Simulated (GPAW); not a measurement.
# ZnS in GPAW: the effect of strain hydrostatic

ZnS:

```
Zn S
1.0
     0.00000    2.59392    2.59392
     2.59392    0.00000    2.59392
     2.59392    2.59392    0.00000
Zn S
1 1
Direct
  0.75000 0.75000 0.75000
  0.00000 0.00000 0.00000
```

Alike in all runs:

```yaml
Program: GPAW 26.7.0
Task: band structure
Functional: PBEsol
Potentials_or_basis: PAW data sets generated in the run's folder for this functional
Cutoff: 600 eV
Basis: pw
k_mesh: 9 × 9 × 9
Occupations: fermi-dirac, width 0.05 eV
Spin: no spin polarisation
Maxiter: 150
Band_path: GXWKGLUWLK,UX
Band_points: 80
```

```csv
strain hydrostatic,gap on the mesh (eV),pressure (GPa)
-0.04,2.51,9.4
-0.02,2.23,2.9
-0.01,2.10,0.3
0,1.97,-2.0
0.01,1.84,-3.9
0.02,?,?
0.04,1.48,-8.3
```

What does the run with strain hydrostatic 0.02 give?

gap on the mesh 1.72 eV; pressure -5.6 GPa.

Worked out: A parabola through the other rows of the gap on the mesh, of slope -12.2 eV per unit of strain hydrostatic there, gives 1.72 eV, against the run's 1.72. A parabola through the other rows of the pressure, of slope -156 GPa per unit of strain hydrostatic there, gives -5.8 GPa, against the run's -5.6.

Caveats: the density grid can change from cell to cell, which puts small steps into energies and stress.

